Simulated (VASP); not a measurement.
# Cu3Au (Auricupride) (Pm-3m) in VASP: settings compared

Aim: see how the results for Cu3Au (Auricupride) move with the level of theory and the settings. Levels: BLYP, PBE. Tasks: relaxation of cell and atoms, single point.

Program: VASP 6.6.1. These are calculated values, not measurements. Logs are shortened: lines on timing, memory, paths and dates and some standing lists are left out, and cuts for length are marked.

### 1 Starting point

It takes space group Pm-3m (No. 221, cubic). Conventional cell: a = 3.740 Å, b = 3.740 Å, c = 3.740 Å, α = 90.00°, β = 90.00°, γ = 90.00°. Au (site symmetry m-3m) has 12 Cu at 2.64 Å as nearest neighbours. Cu (site symmetry 4/mmm) has 4 Au at 2.64 Å and 8 Cu at 2.64 Å as nearest neighbours.

### 2 Relaxation of cell and atoms, BLYP

Input file INCAR:

```
SYSTEM = Cu3Au
PREC = Accurate
ENCUT = 600
EDIFF = 1E-6
ISMEAR = -1
SIGMA = 0.05
LREAL = .FALSE.
LASPH = .TRUE.
NELM = 100
ALGO = Normal
ISIF = 3
LWAVE = .FALSE.
LCHARG = .FALSE.
GGA = B5
ALDAX = 1.0
AGGAX = 1.0
AGGAC = 1.0
ALDAC = 0.0
IBRION = 2
NSW = 60
EDIFFG = -0.005
```

Input file KPOINTS:

```
regular mesh
0
G
  7 7 7
  0 0 0
```

Input file POSCAR:

```
Cu3Au
1.0
    3.7400000000      0.0000000000      0.0000000000
    0.0000000000      3.7400000000      0.0000000000
    0.0000000000      0.0000000000      3.7400000000
Au Cu
1 3
Direct
    0.0000000000      0.0000000000      0.0000000000
    0.5000000000      0.5000000000      0.0000000000
    0.5000000000      0.0000000000      0.5000000000
    0.0000000000      0.5000000000      0.5000000000
```

Potentials or basis: VASP PAW PBE potentials, release 64 (Au, Cu).

Run with:

```bash
cat potpaw_PBE.64/Au/POTCAR potpaw_PBE.64/Cu/POTCAR > POTCAR
mpirun -np 1 vasp_std > vasp.out
```

OUTCAR:

```text
SYSTEM = Cu3Au
   PREC = Accurate
   ENCUT = 600
   EDIFF = 1E-6
   ISMEAR = -1
   LREAL = .FALSE.
   LASPH = .TRUE.
   NELM = 100
   ISIF = 3
   GGA = B5
   IBRION = 2
   NSW = 60
   EDIFFG = -0.005

 ion  position               nearest neighbor table
   1  0.000  0.000  0.000-   2 2.64   3 2.64   4 2.64   3 2.64   4 2.64   2 2.64   4 2.64   4 2.64
                             2 2.64   3 2.64   3 2.64   2 2.64
   2  0.500  0.500  0.000-   1 2.64   3 2.64   4 2.64   3 2.64   4 2.64   1 2.64   3 2.64   3 2.64
                             1 2.64   4 2.64   4 2.64   1 2.64
   3  0.500  0.000  0.500-   1 2.64   2 2.64   4 2.64   1 2.64   2 2.64   2 2.64   4 2.64   2 2.64
                             1 2.64   4 2.64   1 2.64   4 2.64
   4  0.000  0.500  0.500-   1 2.64   2 2.64   3 2.64   1 2.64   2 2.64   1 2.64   3 2.64   1 2.64
                             2 2.64   3 2.64   2 2.64   3 2.64

  LATTYP: Found a simple cubic cell.
 ALAT       =     3.7400000000

  Lattice vectors:

 A1 = (   3.7400000000,   0.0000000000,   0.0000000000)
 A2 = (   0.0000000000,   3.7400000000,   0.0000000000)
 A3 = (   0.0000000000,   0.0000000000,   3.7400000000)

Analysis of symmetry for initial positions (statically):
=====================================================================
 Subroutine PRICEL returns:
 Original cell was already a primitive cell.

 Routine SETGRP: Setting up the symmetry group for a
 simple cubic supercell.

 Subroutine GETGRP returns: Found 48 space group operations
 (whereof 48 operations were pure point group operations)
 out of a pool of 48 trial point group operations.

The static configuration has the point symmetry O_h .

Analysis of symmetry for dynamics (positions and initial velocities):
=====================================================================
 Subroutine PRICEL returns:
 Original cell was already a primitive cell.

 Routine SETGRP: Setting up the symmetry group for a
 simple cubic supercell.

 Subroutine GETGRP returns: Found 48 space group operations
 (whereof 48 operations were pure point group operations)
 out of a pool of 48 trial point group operations.

The dynamic configuration has the point symmetry O_h .

 Subroutine INISYM returns: Found 48 space group operations
 (whereof 48 operations are pure point group operations),
 and found     1 'primitive' translations

----------------------------------------------------------------------------------------

                                     Primitive cell

  volume of cell :      52.3136

  direct lattice vectors                    reciprocal lattice vectors
     3.740000000  0.000000000  0.000000000     0.267379679  0.000000000  0.000000000
     0.000000000  3.740000000  0.000000000     0.000000000  0.267379679  0.000000000
     0.000000000  0.000000000  3.740000000     0.000000000  0.000000000  0.267379679

  length of vectors
     3.740000000  3.740000000  3.740000000     0.267379679  0.267379679  0.267379679

  position of ions in fractional coordinates (direct lattice)
     0.000000000  0.000000000  0.000000000
     0.500000000  0.500000000  0.000000000
     0.500000000  0.000000000  0.500000000
     0.000000000  0.500000000  0.500000000

  ion indices of the primitive-cell ions
   primitive index   ion index
                 1           1
                 2           2
                 3           3
                 4           4

----------------------------------------------------------------------------------------

 KPOINTS: regular mesh

Automatic generation of k-mesh.
 Grid dimensions read from file:
 generate k-points for:    7    7    7

 Generating k-lattice:

  Cartesian coordinates                     Fractional coordinates (reciprocal lattice)
     0.038197097  0.000000000  0.000000000     0.142857143  0.000000000  0.000000000
     0.000000000  0.038197097  0.000000000     0.000000000  0.142857143  0.000000000
     0.000000000  0.000000000  0.038197097     0.000000000  0.000000000  0.142857143

  Length of vectors
     0.038197097  0.038197097  0.038197097

  Shift w.r.t. Gamma in fractional coordinates (k-lattice)
     0.000000000  0.000000000  0.000000000

 Subroutine IBZKPT returns following result:
 ===========================================

 Found     20 irreducible k-points:

 Following reciprocal coordinates:
            Coordinates               Weight
  0.000000  0.000000  0.000000      1.000000
  0.142857  0.000000  0.000000      6.000000
  0.285714  0.000000  0.000000      6.000000
  0.428571  0.000000  0.000000      6.000000
  0.142857  0.142857  0.000000     12.000000
  0.285714  0.142857  0.000000     24.000000
[... 12 lines left out ...]
  0.428571  0.428571  0.285714     24.000000
  0.428571  0.428571  0.428571      8.000000
   k-points           NKPTS =     20   k-points in BZ     NKDIM =     20   number of bands    NBANDS=     26
   number of dos      NEDOS =    301   number of ions     NIONS =      4
   total plane-waves  NPLWV =  27000
   dimension x,y,z NGX =    30 NGY =   30 NGZ =   30
   dimension x,y,z NGXF=    60 NGYF=   60 NGZF=   60
   ions per type =               1   3
   NGX,Y,Z   is equivalent  to a cutoff of  13.34, 13.34, 13.34 a.u.
   NGXF,Y,Z  is equivalent  to a cutoff of  26.67, 26.67, 26.67 a.u.
 SYSTEM =  Cu3Au
   PREC   = accura    normal or accurate (medium, high low for compatibility)
   ISTART =      0    job   : 0-new  1-cont  2-samecut
   ICHARG =      2    charge: 1-file 2-atom 10-const
   ISPIN  =      1    spin polarized calculation?
   LNONCOLLINEAR =      F non collinear calculations
   LSORBIT =      F    spin-orbit coupling
   LASPH  =      T    aspherical Exc in radial PAW
   ENCUT  =  600.0 eV  44.10 Ry    6.64 a.u.   7.47  7.47  7.47*2*pi/ulx,y,z
   NELM   =    100;   NELMIN=  2; NELMDL= -5     # of ELM steps
   EDIFF  = 0.1E-05   stopping-criterion for ELM
   LREAL  =      F    real-space projection
   EDIFFG = -.5E-02   stopping-criterion for IOM
   NSW    =     60    number of steps for IOM
   IBRION =      2    ionic relax: 0-MD 1-quasi-New 2-CG
   NFREE  =      1    steps in history (QN), initial steepest desc. (CG)
   ISIF   =      3    stress and relaxation
   ISYM   =      2    0-nonsym 1-usesym 2-fastsym
   POTIM  = 0.5000    time-step for ionic-motion
   TEBEG  =    0.0;   TEEND  =   0.0 temperature during run
   PSTRESS=    0.0 pullay stress
   NELECT =      44.0000    total number of electrons
   NUPDOWN=      -1.0000    fix difference up-down
   EMIN   =  10.00;   EMAX   =-10.00  energy-range for DOS
   EFERMI =   0.00;   METHOD = LEGACY
   ISMEAR =    -1;   SIGMA  =   0.05  broadening in eV -4-tet -1-fermi 0-gaus
   EFERMI_NEDOS =   21; number of points for ismear=-14 and -15
   IALGO  =     38    algorithm
   IMIX   =      4    mixing-type and parameters
     AMIX     =   0.40;   BMIX     =  1.00
     AMIX_MAG =   1.60;   BMIX_MAG =  1.00
  volume/ion in A,a.u.               =      13.08        88.26
  Fermi-wavevector in a.u.,A,eV,Ry     =   1.545328  2.920247 32.491255  2.388040
  Thomas-Fermi vector in A             =   2.650723
   LORBIT       =      0    0 simple, 1 ext, 2 COOP (PROOUT), +10 PAW based schemes
   GGA     = B5    functional components
   LHFCALC =     F    Hartree Fock is set to
   AEXX    =    0.0000 exact exchange contribution
   IVDW    =     0    specifies the selected vdW correction
   LEPSILON=     F    determine dielectric tensor
   LRPA    =     F    only Hartree local field effects (RPA)
 conjugate gradient relaxation of ions
 non-spin polarized calculation
  energy-cutoff  :      600.00
  volume of cell :       52.31
 maximum number of plane-waves:      1767
 NGX is ok and might be reduce to    30
   NGX = 15   NGY = 15   NGZ = 15

--------------------------------------- Ionic step        1  -------------------------------------------

 number of electron      44.0000069 magnetization

 Free energy of the ion-electron system (eV)
  ---------------------------------------------------
  ext. energy  EPLUGINS =         0.00000000
  ---------------------------------------------------
  free energy    TOTEN  =       -11.31825616 eV

  energy without entropy =      -11.30591660  energy(sigma->0) =      -11.31208638

------------------------ aborting loop because EDIFF is reached ----------------------------------------

  FORCE on cell =-STRESS in cart. coord.  units (eV):
  Direction    XX          YY          ZZ          XY          YZ          ZX
  --------------------------------------------------------------------------------------
  -------------------------------------------------------------------------------------
  Total        4.8879578      4.8879578      4.8879578      0.0000000      0.0000000      0.0000000
  in kB      149.7004915    149.7004915    149.7004915      0.0000000      0.0000000      0.0000000
  external PRESSURE =     149.7004915 kB  Pullay stress =       0.0000000 kB

 VOLUME and BASIS-vectors are now :
 -----------------------------------------------------------------------------
  energy-cutoff  :      600.00
  volume of cell :       52.31
      direct lattice vectors                 reciprocal lattice vectors
     3.740000000  0.000000000  0.000000000     0.267379679  0.000000000  0.000000000
     0.000000000  3.740000000  0.000000000     0.000000000  0.267379679  0.000000000
     0.000000000  0.000000000  3.740000000     0.000000000  0.000000000  0.267379679
[... 39 lines left out ...]
 POSITION                                       TOTAL-FORCE (eV/Angst)
 -----------------------------------------------------------------------------------
      0.00000      0.00000      0.00000        -0.000000     -0.000000      0.000000
      1.98024      1.98024      0.00000        -0.000000     -0.000000      0.000000
      1.98024      0.00000      1.98024        -0.000000      0.000000      0.000000
      0.00000      1.98024      1.98024         0.000000      0.000000      0.000000
 -----------------------------------------------------------------------------------
    total drift:                                0.000000      0.000000     -0.000000

  FREE ENERGIE OF THE ION-ELECTRON SYSTEM (eV)
  ---------------------------------------------------
  free  energy   TOTEN  =       -11.4682463400 eV

  energy  without entropy=      -11.4554136900  energy(sigma->0) =      -11.46183001

--------------------------------------- Ionic step        3  -------------------------------------------

 number of electron      43.9999920 magnetization

 Free energy of the ion-electron system (eV)
  ---------------------------------------------------
  ext. energy  EPLUGINS =         0.00000000
  ---------------------------------------------------
  free energy    TOTEN  =       -11.55450215 eV

  energy without entropy =      -11.54118333  energy(sigma->0) =      -11.54784274

 E-fermi :   7.4455     XC(G=0): -11.5581

 val. band max:        7.4280259450   @ k =   0.2857   0.2857   0.0000
 cond. band min:       7.6271664375   @ k =   0.2857   0.2857   0.0000
 fundamental gap:      0.1991404925
 Fermi energy:         7.4455322266

 k-point     1 :       0.0000    0.0000    0.0000
  band No.  band energies     occupation
      1      -1.2481      2.00000
      2       1.7915      2.00000
      3       1.7915      2.00000
      4       2.4632      2.00000
      5       2.4632      2.00000
      6       2.4632      2.00000
[... 18 lines left out ...]
     25      12.8943      0.00000
     26      14.2083      0.00000
[... 571 lines left out ...]
 POSITION                                       TOTAL-FORCE (eV/Angst)
 -----------------------------------------------------------------------------------
      0.00000      0.00000      0.00000        -0.000000     -0.000000      0.000000
      1.93529      1.93529      0.00000        -0.000000     -0.000000      0.000000
      1.93529      0.00000      1.93529        -0.000000      0.000000      0.000000
      0.00000      1.93529      1.93529         0.000000      0.000000      0.000000
 -----------------------------------------------------------------------------------
    total drift:                                0.000000      0.000000     -0.000000

  FREE ENERGIE OF THE ION-ELECTRON SYSTEM (eV)
  ---------------------------------------------------
  free  energy   TOTEN  =       -11.5545021527 eV

  energy  without entropy=      -11.5411833336  energy(sigma->0) =      -11.54784274

 reached required accuracy - stopping structural energy minimisation
```

It took 2.6 min on 1 thread of Intel Xeon Platinum 8375C at 2.90GHz (Ice Lake), shared host; peak memory 0.19 GiB.

Results:

```yaml
Free_energy: -11.5545 eV
Relaxed_volume: 14.50 Å³/atom
Relaxed_cell: a = 3.871 Å, b = 3.871 Å, c = 3.871 Å, α = 90.00°, β = 90.00°, γ = 90.00°
Space_group_after_relaxing_to_0.05_Å: Pm-3m (No. 221)
Energy_gained_by_relaxing: 59.1 meV/atom
Ionic_steps: 3
Pressure_after_relaxing: 0.0 GPa
Band_gap_on_the_k_mesh: none (metal or under the smearing width)
```

Step by step:
```tsv
step	energy change (eV)	largest force (eV/Å)	pressure (GPa)	volume (Å³)
1	0.0000	0.0000	14.97	52.31
2	-0.1500	0.0000	-6.22	62.12
3	-0.2362	0.0000	0.01	57.99
```

Final structure:
```cif
data_structure
_symmetry_space_group_name_H-M 'P 1'
_symmetry_Int_Tables_number 1
_cell_length_a 3.8706
_cell_length_b 3.8706
_cell_length_c 3.8706
_cell_angle_alpha 90.000
_cell_angle_beta 90.000
_cell_angle_gamma 90.000
_cell_volume 57.99
loop_
_atom_site_label
_atom_site_type_symbol
_atom_site_fract_x
_atom_site_fract_y
_atom_site_fract_z
_atom_site_occupancy
Au1 Au 0.00000 0.00000 0.00000 1
Cu1 Cu 0.50000 0.50000 0.00000 1
Cu2 Cu 0.50000 0.00000 0.50000 1
Cu3 Cu 0.00000 0.50000 0.50000 1
```

Levels at points of the mesh, in eV from the Fermi level:
```tsv
k point	band 20	band 21	band 22	band 23	band 24	band 25
(0.00, 0.00, 0.00)	-1.36	-1.36	1.58	1.58	1.58	5.45
```

Caveat: the PAW data sets were made with another functional, which shifts forces and pressure a little; the volume moved by +11 % from the deposited cell, more than functionals usually miss.

### 3 Single point, PBE

Input file INCAR:

```
PREC     = Accurate       # precision mode
ENCUT    = 520            # plane-wave cutoff, eV
EDIFF    = 1E-6           # SCF threshold, eV
ISMEAR   = 0              # smearing method
SIGMA    = 0.012          # smearing width, eV
LREAL    = False          # projectors in reciprocal space
LASPH    = True           # aspherical terms in the spheres
NELM     = 80             # most SCF steps
ALGO     = Normal         # electronic algorithm
ISIF     = 2              # what is computed and relaxed
LWAVE    = False          # write WAVECAR
LCHARG   = False          # write CHGCAR
GGA      = PE             # functional
```

Input file KPOINTS:

```
Automatic mesh
0
Gamma
  7 7 7
```

POSCAR is that of step 2.

Potentials or basis: VASP PAW PBE potentials, release 64 (Au, Cu).

Run with:

```bash
cat potpaw_PBE.64/Au/POTCAR potpaw_PBE.64/Cu/POTCAR > POTCAR
mpirun -np 1 vasp_std > vasp.out
```

Wall time 25 s (1 thread of Intel Xeon Platinum 8375C at 2.90GHz (Ice Lake), shared host); peak memory 0.16 GiB.

Results (log left out):

```yaml
Free_energy: -14.5538 eV
Pressure: 5.3 GPa
Band_gap_on_the_k_mesh: none (metal or under the smearing width)
```

Levels at points of the mesh, in eV from the Fermi level:
| k point | band 19 | band 20 | band 21 | band 22 | band 23 | band 24 | band 25 | band 26 |
| --- | --- | --- | --- | --- | --- | --- | --- | --- |
| (0.00, 0.00, 0.00) | -1.30 | -1.30 | -1.30 | 1.35 | 1.35 | 1.35 | 6.11 | 7.69 |

The run has no spin-orbit coupling, so splittings on Au are missing.

### 4 Single point, PBE

Input file INCAR:

```
SYSTEM = Cu3Au
PREC     = Accurate       ! precision mode
ENCUT    = 520            ! plane-wave cutoff, eV
EDIFF    = 1E-6           ! SCF threshold, eV
ISMEAR   = 0              ! smearing method
SIGMA    = 0.027000000000000003 ! smearing width, eV
LREAL    = .False.        ! projectors in reciprocal space
LASPH    = .True.         ! aspherical terms in the spheres
NELM     = 100            ! most SCF steps
ALGO     = Normal         ! electronic algorithm
ISIF     = 2              ! what is computed and relaxed
LWAVE    = .False.        ! write WAVECAR
LCHARG   = .False.        ! write CHGCAR
GGA      = PE             ! functional
```

Input file KPOINTS:

```
regular mesh
0
Gamma
  7 7 7
  0 0 0
```

POSCAR is that of step 3.

Run with:

```bash
cat potpaw_PBE.64/Au/POTCAR potpaw_PBE.64/Cu/POTCAR > POTCAR
mpirun -np 1 vasp_std > vasp.out
```

Wall time 19 s (1 thread of Intel Xeon Platinum 8488C (Sapphire Rapids), shared host); peak memory 0.17 GiB.

The run converged. Its results:

```yaml
Free_energy: -14.5546 eV
Pressure: 5.3 GPa
Band_gap_on_the_k_mesh: none (metal or under the smearing width)
```

Levels at points of the mesh, in eV from the Fermi level:
| k point | band 20 | band 21 | band 22 | band 23 | band 24 | band 25 |
| --- | --- | --- | --- | --- | --- | --- |
| (0.00, 0.00, 0.00) | -1.30 | -1.30 | 1.35 | 1.35 | 1.35 | 6.11 |

The run has no spin-orbit coupling, so splittings on Au are missing.

### 5 Relaxation of cell and atoms, PBE

Input file INCAR:

```
SYSTEM = Cu3Au
PREC = Accurate
ENCUT = 600
EDIFF = 1E-6
ISMEAR = -1
SIGMA = 0.05
LREAL = .FALSE.
LASPH = .TRUE.
NELM = 100
ALGO = Normal
ISIF = 3
LWAVE = .FALSE.
LCHARG = .FALSE.
GGA = PE
IBRION = 2
NSW = 40
EDIFFG = -0.01
```

Input file KPOINTS:

```
Automatic mesh
0
G
  7 7 7
  0 0 0
```

POSCAR is that of step 4.

Potentials or basis: VASP PAW PBE potentials, release 54 (Au, Cu).

Run with:

```bash
cat potpaw_PBE.54/Au/POTCAR potpaw_PBE.54/Cu/POTCAR > POTCAR
mpirun -np 1 vasp_std > vasp.out
```

It took 60 s on 1 thread of Intel Xeon Platinum 8488C (Sapphire Rapids), shared host; peak memory 0.19 GiB.

The run converged. Its results:

```yaml
Free_energy: -14.5914 eV
Relaxed_volume: 13.53 Å³/atom
Relaxed_cell: a = 3.783 Å, b = 3.783 Å, c = 3.783 Å, α = 90.00°, β = 90.00°, γ = 90.00°
Space_group_after_relaxing_to_0.05_Å: Pm-3m (No. 221)
Energy_gained_by_relaxing: 7.1 meV/atom
Ionic_steps: 3
Pressure_after_relaxing: 0.1 GPa
Band_gap_on_the_k_mesh: none (metal or under the smearing width)
```

The path:
| step | energy change (eV) | largest force (eV/Å) | pressure (GPa) | volume (Å³) |
| --- | --- | --- | --- | --- |
| 1 | 0.0000 | 0.0000 | 5.32 | 52.31 |
| 2 | -0.0103 | 0.0000 | -3.78 | 55.67 |
| 3 | -0.0286 | 0.0000 | 0.08 | 54.13 |

Final structure:
```
CELL_PARAMETERS angstrom
3.78280 0.00000 0.00000
0.00000 3.78280 0.00000
0.00000 0.00000 3.78280
ATOMIC_POSITIONS crystal
Au 0.00000 0.00000 0.00000
Cu 0.50000 0.50000 0.00000
Cu 0.50000 0.00000 0.50000
Cu 0.00000 0.50000 0.50000
```

Levels at points of the mesh, in eV from the Fermi level:
```csv
k point,band 20,band 21,band 22,band 23,band 24,band 25
"(0.00, 0.00, 0.00)",-1.31,-1.31,1.38,1.38,1.38,5.88
```

### 6 The runs side by side

| task | level | potentials or basis | cell | cutoff (eV) | smearing | gap on the mesh (eV) | pressure (GPa) | relaxed volume (Å³/atom) |
| --- | --- | --- | --- | --- | --- | --- | --- | --- |
| relaxation of cell and atoms | BLYP | VASP PAW PBE potentials, release 64 (Au, Cu) | relaxed | 600 | fermi-dirac 0.05 eV | none | 0.0 | 14.50 |
| single point | PBE | VASP PAW PBE potentials, release 64 (Au, Cu) | as given | 520 | gaussian 0.012 eV | none | 5.3 | - |
| single point | PBE | VASP PAW PBE potentials, release 64 (Au, Cu) | as given | 520 | gaussian 0.027 eV | none | 5.3 | - |
| relaxation of cell and atoms | PBE | VASP PAW PBE potentials, release 54 (Au, Cu) | relaxed | 600 | fermi-dirac 0.05 eV | none | 0.1 | 13.53 |

Alike in all rows: no spin polarisation; k mesh 7 × 7 × 7.

Caveats: the PAW data sets were made with another functional, which shifts forces and pressure a little (some runs); the volume moved by +11 % from the deposited cell, more than functionals usually miss (some runs).

Absolute energies hang on the potentials; compare differences alone.
